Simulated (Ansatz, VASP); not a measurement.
## One calculation of Ru, two programs

```
CELL_PARAMETERS angstrom
2.79314 0.00000 0.00000
-1.39657 2.41893 0.00000
0.00000 0.00000 4.42012
ATOMIC_POSITIONS crystal
Ru 0.33333 0.66667 0.25000
Ru 0.66667 0.33333 0.75000
```

Alike in both runs: task single point; functional PBE; k mesh 12 × 12 × 7; no spin polarisation.

|  | VASP | Ansatz |
| --- | --- | --- |
| version | VASP 6.6.1 | Ansatz 0.2.0 |
| potentials or method | VASP PAW PBE potentials, release 64 (Ru_pv) | plane waves, PAW |
| plane-wave cutoff (eV) | 520 | 500 |
| occupations | methfessel-paxton of order 1, width 0.05 eV | cold, width 0.05 eV |
| valence electrons in the cell | 28 | 32 |

VASP gave:

* pressure (GPa): -21.1
* largest component of the traceless stress (GPa): 0.78

Q: What did Ansatz give for the same quantities?

A: Pressure (GPa): -21.0; largest component of the traceless stress (GPa): 0.75.

The two sets of potentials don't hold the same shells in valence.

Caveats: so large a pressure means that the cell lies far from this level's equilibrium, or that cutoff or potentials fall short (VASP).
